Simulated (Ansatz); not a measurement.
One crystal and one scan (scan of one atom of the cell) at two levels, r2SCAN (plane waves to 500 eV, PAW, scalar-relativistic; Ansatz, an electronic-structure program) and PBE (plane waves to 420 eV, PAW, scalar-relativistic; Ansatz), each from its own relaxed cell and on its own mesh. The cell shown is that of r2SCAN.

Relaxed ZnTe (zinc blende):

```
ZnTe
1.0
    0.00000     3.05670     3.05670
    3.05670     0.00000     3.05670
    3.05670     3.05670     0.00000
Te Zn
1 1
Direct
  0.75000   0.75000   0.75000
  0.00000   0.00000   0.00000
```

Scan: atom 2 (Zn, nearest neighbour Te at 2.647 Å; its periodic images, 4.3 Å or more away, move with it) is displaced along Cartesian [110], direction (0.707, 0.707, 0.000) in Cartesian axes, by s. The other atoms stay.

The energy includes the smearing's −TS. Spin-orbit coupling is left out, though Te is heavy. ZnTe was relaxed with its symmetry unable to fall. Percentages come from the unrounded values.

Results of r2SCAN:

Lattice constant a (Å): 6.113
Force constant k = d²E/ds² at s = 0 (finite differences) (eV/Å²): 4.93
Shape of the curve: a single well with its minimum at or next to zero displacement

Task: What does PBE give for the same quantities?

Result: 
```json
[
 {"quantity": "Lattice constant a (Å)", "PBE": "6.179", "r2SCAN − PBE": "-0.066 (-1.1 %)"},
 {"quantity": "Force constant k = d²E/ds² at s = 0 (finite differences) (eV/Å²)", "PBE": "4.50", "r2SCAN − PBE": "+0.43 (+9.7 %)"}
]
```

r2SCAN gives the higher value for: force constant k = d²E/ds² at s = 0. r2SCAN gives the lower value for: lattice constant a. Both give the same shape of the curve: a single well with its minimum at or next to zero displacement. Neither level is exact: the differences show how much the result hangs on the functional.

(A displaced cell: forces are minus the slopes of the energy, force constants its curvatures, and phonons follow from these.)
